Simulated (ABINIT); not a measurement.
# In (I4/mmm) in ABINIT: equation of state

How stiff is In in PBEsol, and what volume does it want? The cell is scaled to several volumes.

Program: ABINIT 10.8.3 (patched build). These are calculated values, not measurements. Logs are shortened: lines on timing, memory, paths and dates and some standing lists are left out, and cuts for length are marked. The log counts tension as positive stress, the text compression.

## Step 1: The crystal as given

It takes space group I4/mmm (No. 139, tetragonal). The conventional cell has a = 3.251 Å, b = 3.251 Å, c = 4.947 Å, α = 90.00°, β = 90.00°, γ = 90.00°. Around In (site symmetry 4/mmm) lie 12 In at 3.25 to 3.38 Å.

## Step 2: Equation of state, PBEsol

The input, run.abi:

```
# Datasets: one volume each
ndtset 7
getwfk -1
scalecart1 3*0.9795861087
scalecart2 3*0.9864848297
scalecart3 3*0.9932883884
scalecart4 3*1.0000000000
scalecart5 3*1.0066227096
scalecart6 3*1.0131594038
scalecart7 3*1.0196128224

# Pseudopotentials
pp_dirpath "./"
pseudos "In.upf"

# Structure
acell 3*1.0
rprim
    -3.0716931238     3.0716931238     4.6746155145
     3.0716931238    -3.0716931238     4.6746155145
     3.0716931238     3.0716931238    -4.6746155145
ntypat 1
znucl 49
natom 1
typat 1
xred
     0.0000000000     0.0000000000     0.0000000000

# Plane-wave basis
ecut 35.0

# k points
kptopt 1
ngkpt 11 11 11
nshiftk 1
shiftk 0.0 0.0 0.0

# Exchange and correlation
ixc -116133

# Bands and occupations
nband 11
occopt 3
tsmear 0.05 eV

# SCF cycle
nstep 100
tolvrs 1.0e-10

# Output
iomode 3
prtwf 1
prtden 0
prteig 0
prtebands 0
enunit 2
```

Potentials or basis: PseudoDojo NC SR PBEsol v0.4.1 standard.

On the command line:

```console
> abinit run.abi > log 2>&1
```

run.abo:

```text
.Version 10.8.3 of ABINIT
 DATASET    1 : space group I4/m m m (#139); Bravais tI (body-center tetrag.)
================================================================================
 Values of the parameters that define the memory need for DATASET  1.
     intxc =       0    ionmov =       0      iscf =       7    lmnmax =       6
     lnmax =       6     mgfft =      36  mpssoang =       3    mqgrid =    3001
     natom =       1  nloc_mem =       1    nspden =       1   nspinor =       1
    nsppol =       1      nsym =      16    n1xccc =    2501    ntypat =       1
    occopt =       3   xclevel =       2
       mpw =        1656          nfft =       46656          nkpt =         126
================================================================================
================================================================================
[... 61 lines left out ...]
 DATASET    7 : space group I4/m m m (#139); Bravais tI (body-center tetrag.)
================================================================================
 Values of the parameters that define the memory need for DATASET  7.
     intxc =       0    ionmov =       0      iscf =       7    lmnmax =       6
     lnmax =       6     mgfft =      36  mpssoang =       3    mqgrid =    3001
     natom =       1  nloc_mem =       1    nspden =       1   nspinor =       1
    nsppol =       1      nsym =      16    n1xccc =    2501    ntypat =       1
    occopt =       3   xclevel =       2
       mpw =        1873          nfft =       46656          nkpt =         126
================================================================================
================================================================================

--------------------------------------------------------------------------------
------------- Echo of variables that govern the present computation ------------
--------------------------------------------------------------------------------
 -outvars: echo values of preprocessed input variables --------
            acell      1.0000000000E+00  1.0000000000E+00  1.0000000000E+00 Bohr
              amu      1.14820000E+02
             ecut      3.50000000E+01 Hartree
           enunit           2
           getwfk          -1
                       outvar_i_n : Printing only first  50 k-points.
              ixc     -116133
           jdtset        1    2    3    4    5    6    7
                       outvar_i_n : Printing only first  50 k-points.
         kptrlatt       11    0    0      0   11    0      0    0   11
          kptrlen1     6.61977341E+01
          kptrlen2     6.66639307E+01
          kptrlen3     6.71236965E+01
          kptrlen4     6.75772487E+01
          kptrlen5     6.80247932E+01
          kptrlen6     6.84665250E+01
          kptrlen7     6.89026293E+01
            natom           1
            nband          11
           ndtset           7
            ngfft          36      36      36
             nkpt         126
            nstep         100
             nsym          16
           ntypat           1
                       prtocc : prtvol=0, do not print more k-points.
           occopt           3
           prtden           0
        prtebands           0
           prteig           0
            rprim1    -3.0089879143E+00  3.0089879143E+00  4.5791884215E+00
                       3.0089879143E+00 -3.0089879143E+00  4.5791884215E+00
                       3.0089879143E+00  3.0089879143E+00 -4.5791884215E+00
            rprim2    -3.0301786681E+00  3.0301786681E+00  4.6114372897E+00
                       3.0301786681E+00 -3.0301786681E+00  4.6114372897E+00
                       3.0301786681E+00  3.0301786681E+00 -4.6114372897E+00
            rprim3    -3.0510771126E+00  3.0510771126E+00  4.6432413108E+00
                       3.0510771126E+00 -3.0510771126E+00  4.6432413108E+00
                       3.0510771126E+00  3.0510771126E+00 -4.6432413108E+00
            rprim4    -3.0716931238E+00  3.0716931238E+00  4.6746155145E+00
                       3.0716931238E+00 -3.0716931238E+00  4.6746155145E+00
                       3.0716931238E+00  3.0716931238E+00 -4.6746155145E+00
            rprim5    -3.0920360553E+00  3.0920360553E+00  4.7055741355E+00
                       3.0920360553E+00 -3.0920360553E+00  4.7055741355E+00
                       3.0920360553E+00  3.0920360553E+00 -4.7055741355E+00
            rprim6    -3.1121147740E+00  3.1121147740E+00  4.7361306677E+00
                       3.1121147740E+00 -3.1121147740E+00  4.7361306677E+00
                       3.1121147740E+00  3.1121147740E+00 -4.7361306677E+00
            rprim7    -3.1319376955E+00  3.1319376955E+00  4.7662979184E+00
                       3.1319376955E+00 -3.1319376955E+00  4.7662979184E+00
                       3.1319376955E+00  3.1319376955E+00 -4.7662979184E+00
          spgroup         139
           tolvrs      1.00000000E-10
           tsmear      1.83746611E-03 Hartree
            typat      1
                       outvars : Printing only first  50 k-points.
            znucl       49.00000

================================================================================

 chkinp: Checking input parameters for consistency, jdtset=   1.

 chkinp: Checking input parameters for consistency, jdtset=   2.

 chkinp: Checking input parameters for consistency, jdtset=   3.

 chkinp: Checking input parameters for consistency, jdtset=   4.
[... 18 lines left out ...]
 Real(R)+Recip(G) space primitive vectors, cartesian coordinates (Bohr,Bohr^-1):
 R(1)= -3.0089879  3.0089879  4.5791884  G(1)=  0.0000000  0.1661688  0.1091897
 R(2)=  3.0089879 -3.0089879  4.5791884  G(2)=  0.1661688  0.0000000  0.1091897
 R(3)=  3.0089879  3.0089879 -4.5791884  G(3)=  0.1661688  0.1661688  0.0000000
 Unit cell volume ucvol=  1.6584004E+02 bohr^3
 Angles (23,13,12)=  1.22452932E+02  1.22452932E+02  8.58014374E+01 degrees

 getcut: wavevector=  0.0000  0.0000  0.0000  ngfft=  36  36  36
         ecut(hartree)=     35.000   => boxcut(ratio)=   2.16399

--- Pseudopotential description ------------------------------------------------
- pspini: atom type   1  psp file is ./In.upf
12 -116133 2 -1 1940                          pspcod,pspxc,lmax,lloc,mmax
     nproj     2     2     2

   3.27337991E+02                                ecore*ucvol(ha*bohr**3)
--------------------------------------------------------------------------------

================================================================================

--- !BeginCycle
iteration_state: {dtset: 1, }
solver: {iscf: 7, nstep: 100, nline: 4, wfoptalg: 0, }
tolerances: {tolvrs: 1.00E-10, }
...

     iter   Etot(hartree)      deltaE(h)  residm     vres2
 ETOT  1  -66.148724889133    -6.615E+01 8.851E-01 3.662E+00
 ETOT  2  -66.297484295423    -1.488E-01 2.867E-02 3.808E-01
 ETOT  3  -66.297517038733    -3.274E-05 1.048E-02 4.518E-03
 ETOT  4  -66.297517720902    -6.822E-07 5.091E-03 2.912E-03
 ETOT  5  -66.297518035981    -3.151E-07 2.950E-03 2.851E-04
 ETOT  6  -66.297518078766    -4.278E-08 1.305E-03 1.566E-06
 ETOT  7  -66.297518078981    -2.152E-10 7.794E-04 2.699E-08
 ETOT  8  -66.297518078986    -4.974E-12 4.594E-04 3.576E-11
[... 970 lines left out ...]
 Cartesian components of stress tensor (hartree/bohr^3)
  sigma(1 1)=  9.81235111E-05  sigma(3 2)=  0.00000000E+00
  sigma(2 2)=  9.81235111E-05  sigma(3 1)=  0.00000000E+00
  sigma(3 3)=  9.74605416E-05  sigma(2 1)=  0.00000000E+00

-Cartesian components of stress tensor (GPa)         [Pressure= -2.8804E+00 GPa]
- sigma(1 1)=  2.88689337E+00  sigma(3 2)=  0.00000000E+00
- sigma(2 2)=  2.88689337E+00  sigma(3 1)=  0.00000000E+00
- sigma(3 3)=  2.86738813E+00  sigma(2 1)=  0.00000000E+00

== END DATASET(S) ==============================================================
================================================================================

 -outvars: echo values of variables after computation  --------
            acell      1.0000000000E+00  1.0000000000E+00  1.0000000000E+00 Bohr
           etotal1    -6.6297518079E+01
           etotal2    -6.6297691905E+01
           etotal3    -6.6297742695E+01
           etotal4    -6.6297685411E+01
           etotal5    -6.6297532979E+01
           etotal6    -6.6297296640E+01
           etotal7    -6.6296986254E+01
            fcart1    -0.0000000000E+00 -0.0000000000E+00 -0.0000000000E+00
            fcart2    -0.0000000000E+00 -0.0000000000E+00 -0.0000000000E+00
            fcart3    -0.0000000000E+00 -0.0000000000E+00 -0.0000000000E+00
            fcart4    -0.0000000000E+00 -0.0000000000E+00 -0.0000000000E+00
            fcart5    -0.0000000000E+00 -0.0000000000E+00 -0.0000000000E+00
            fcart6    -0.0000000000E+00 -0.0000000000E+00 -0.0000000000E+00
            fcart7    -0.0000000000E+00 -0.0000000000E+00 -0.0000000000E+00
            rprim1    -3.0089879143E+00  3.0089879143E+00  4.5791884215E+00
                       3.0089879143E+00 -3.0089879143E+00  4.5791884215E+00
                       3.0089879143E+00  3.0089879143E+00 -4.5791884215E+00
            rprim2    -3.0301786681E+00  3.0301786681E+00  4.6114372897E+00
                       3.0301786681E+00 -3.0301786681E+00  4.6114372897E+00
                       3.0301786681E+00  3.0301786681E+00 -4.6114372897E+00
            rprim3    -3.0510771126E+00  3.0510771126E+00  4.6432413108E+00
                       3.0510771126E+00 -3.0510771126E+00  4.6432413108E+00
[... 9 lines left out ...]
                       3.1121147740E+00  3.1121147740E+00 -4.7361306677E+00
            rprim7    -3.1319376955E+00  3.1319376955E+00  4.7662979184E+00
                       3.1319376955E+00 -3.1319376955E+00  4.7662979184E+00
                       3.1319376955E+00  3.1319376955E+00 -4.7662979184E+00
           strten1    -7.7009483748E-05 -7.7009483748E-05 -4.9721517054E-05
                       0.0000000000E+00  0.0000000000E+00  0.0000000000E+00
           strten2    -3.8532647428E-05 -3.8532647428E-05 -1.5112593283E-05
                       0.0000000000E+00  0.0000000000E+00  0.0000000000E+00
           strten3    -4.5434903582E-06 -4.5434903582E-06  1.4829880271E-05
                       0.0000000000E+00  0.0000000000E+00  0.0000000000E+00
           strten4     2.5626730860E-05  2.5626730860E-05  4.0581559323E-05
                       0.0000000000E+00  0.0000000000E+00  0.0000000000E+00
           strten5     5.2551497638E-05  5.2551497638E-05  6.2610987954E-05
                       0.0000000000E+00  0.0000000000E+00  0.0000000000E+00
           strten6     7.6632841498E-05  7.6632841498E-05  8.1388381936E-05
                       0.0000000000E+00  0.0000000000E+00  0.0000000000E+00
           strten7     9.8123511129E-05  9.8123511129E-05  9.7460541581E-05
                       0.0000000000E+00  0.0000000000E+00  0.0000000000E+00
 Calculation completed.
```

It took 5.4 min on 1 thread of Arm Neoverse V2, shared host; peak memory 0.14 GiB.

What came out:

* Equilibrium volume: 25.59 Å³/atom
* Bulk modulus at fixed shape and positions: 44 GPa
* Pressure derivative of the bulk modulus: 5.2

Energy against volume, from the lowest point:
```csv
volume (Å³/atom),energy (meV/atom)
24.575,6.11
25.098,1.38
25.621,0.00
26.144,1.56
26.666,5.71
27.189,12.14
27.712,20.58
```

Caveat: pressures at fixed basis lie under the slope of the energies; the cell was scaled at fixed shape and fractional positions, which overstates the stiffness of a crystal with free parameters, most of all of layers and chains.
